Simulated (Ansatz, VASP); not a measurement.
# One calculation of Hg, two programs

INCAR

```
PREC = Accurate
ENCUT = 520
EDIFF = 1E-6
ISMEAR = 0
SIGMA = 0.1
LREAL = False
LASPH = True
NELM = 100
ALGO = Normal
ISIF = 2
LWAVE = False
LCHARG = False
GGA = PS
NBANDS = 32
```

File KPOINTS:

```
Automatic mesh
0
Gamma
  4 4 6
```

Contents of POSCAR:

```
Hg
1.0
    2.7592200650     -5.7631246900      0.0000000000
    2.7592200650      5.7631246900      0.0000000000
    0.0000000000      0.0000000000      3.3892448200
Hg
4
Direct
    0.3691655400      0.6308344600      0.5007497100
    0.8691655400      0.1308344600      0.9992502900
    0.1308344600      0.8691655400      0.0007497100
    0.6308344600      0.3691655400      0.4992502900
```

Input for Ansatz:

```yaml
crystal:
  lattice:
    - [2.759220065, -5.76312469, 0.0]
    - [2.759220065, 5.76312469, 0.0]
    - [0.0, 0.0, 3.38924482]
  atoms:
    - { symbol: Hg, position: [0.36916554, 0.63083446, 0.50074971] }
    - { symbol: Hg, position: [0.86916554, 0.13083446, 0.99925029] }
    - { symbol: Hg, position: [0.13083446, 0.86916554, 0.00074971] }
    - { symbol: Hg, position: [0.63083446, 0.36916554, 0.49925029] }
basis:
  ecutwfc: 420
kpoints:
  mp_grid: { grid: [4, 4, 6] }
hamiltonian:
  xc: pbesol
scf:
  occupations: { method: gaussian, width: 0.1 }
  lower_state_search: "off"
output:
  forces: true
  stress: true
  eigenvalues: true
```

Alike in both runs: task single point; functional PBEsol; k mesh 4 × 4 × 6; occupations gaussian, width 0.1 eV; no spin polarisation.

|  | VASP | Ansatz |
| --- | --- | --- |
| version | VASP 6.6.1 | Ansatz 0.2.0 |
| potentials or method | VASP PAW PBE potentials, release 64 (Hg) | scalar-relativistic, plane waves, PAW |
| plane-wave cutoff (eV) | 520 | 420 |
| valence electrons in the cell | 48 | 80 |

|  | VASP | Ansatz | Ansatz less VASP |
| --- | --- | --- | --- |
| gap on the k mesh at the Fermi level (eV) | none | none | - |
| pressure (GPa) | -2.0 | -2.2 | -0.20 |
| largest component of the traceless stress (GPa) | 0.18 | 0.14 | -0.046 |
| rms of the force components (eV/Å) | 0.002 | 0.004 | +0.0023 |

Atom by atom the forces differ by 0.002 eV/Å (rms over components). A gap of «none» marks a metal or a gap that the smearing closes. With one functional, cell and mesh, what is left measures potentials, basis and numerics. The two sets of potentials don't hold the same shells in valence.

Caveats: the PAW data sets were made with another functional, which shifts forces and pressure a little (VASP). Spin-orbit coupling is left out, which matters for the levels of Hg.
